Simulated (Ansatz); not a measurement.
System: spinel MgAl2O4. Method: PBE in Ansatz (PAW).

Run with plane-wave cutoff 500 eV, 8×8×8 k mesh, gaussian smearing 0.02 eV, scalar-relativistic PAW data made under PBE.

Cell (relaxed at this level):

```cif
data_Al4Mg2O8
_chemical_formula_sum 'Mg2 Al4 O8'
_space_group_name_H-M_alt 'P 1'
_space_group_IT_number 1
_cell_length_a 5.77605
_cell_length_b 5.77605
_cell_length_c 5.77605
_cell_angle_alpha 60.000
_cell_angle_beta 60.000
_cell_angle_gamma 60.000
loop_
_space_group_symop_operation_xyz
  'x, y, z'
loop_
_atom_site_label
_atom_site_type_symbol
_atom_site_fract_x
_atom_site_fract_y
_atom_site_fract_z
_atom_site_occupancy
Mg1 Mg 0.00000 0.00000 0.00000 1
Mg2 Mg 0.25000 0.25000 0.25000 1
Al1 Al 0.62500 0.12500 0.62500 1
Al2 Al 0.12500 0.62500 0.62500 1
Al3 Al 0.62500 0.62500 0.12500 1
Al4 Al 0.62500 0.62500 0.62500 1
O1 O 0.38854 0.83437 0.38854 1
O2 O 0.41563 0.86146 0.86146 1
O3 O 0.38854 0.38854 0.83437 1
O4 O 0.86146 0.41563 0.86146 1
O5 O 0.38854 0.38854 0.38854 1
O6 O 0.86146 0.86146 0.86146 1
O7 O 0.83437 0.38854 0.38854 1
O8 O 0.86146 0.86146 0.41563 1
```

### Question
Give the computed band gap.

### Answer

* **band gap**: 5.12 eV (on the SCF k mesh)

Measured, for comparison: band gap 7.8 eV (temperature not stated, not corrected to a static lattice; as tabulated in Neo et al. (2023), doi:10.1002/gch2.202200236). Computed (rounded) less measured: band gap -2.68 eV.

The computed numbers hold no vibrational or temperature effects.

Ansatz is a first-principles code.
